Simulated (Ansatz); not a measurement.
The calculation used DFT, revPBE, plane waves (420 eV) with PAW, scalar-relativistic (Ansatz). (PAW data from PBE, frozen cores regenerated.)

An element in the dhcp structure gives this curve. The cell is scaled uniformly from the relaxed one, with fractional coordinates and shape fixed. Energies are extrapolated to zero smearing, pressures are those at the given smearing. Magnetic state: spin not included.

```json
{"V (Å³/atom)": "17.148", "E − E₀ (meV/atom)": "50.0", "P (GPa)": "7.78"}
{"V (Å³/atom)": "17.927", "E − E₀ (meV/atom)": "20.4", "P (GPa)": "4.58"}
{"V (Å³/atom)": "18.707", "E − E₀ (meV/atom)": "4.7", "P (GPa)": "2.06"}
{"V (Å³/atom)": "19.486", "E − E₀ (meV/atom)": "0.0", "P (GPa)": "0.05"}
{"V (Å³/atom)": "20.266", "E − E₀ (meV/atom)": "4.0", "P (GPa)": "-1.53"}
{"V (Å³/atom)": "21.045", "E − E₀ (meV/atom)": "14.8", "P (GPa)": "-2.79"}
{"V (Å³/atom)": "21.825", "E − E₀ (meV/atom)": "31.2", "P (GPa)": "-3.78"}
```

**Question.** Which element is it?
A. gallium
B. lithium
C. gold
D. hafnium

**Answer.** A. Its fit is V₀ = 19.49 Å³/atom, B₀ = 44 GPa, B₀′ = 4.8.
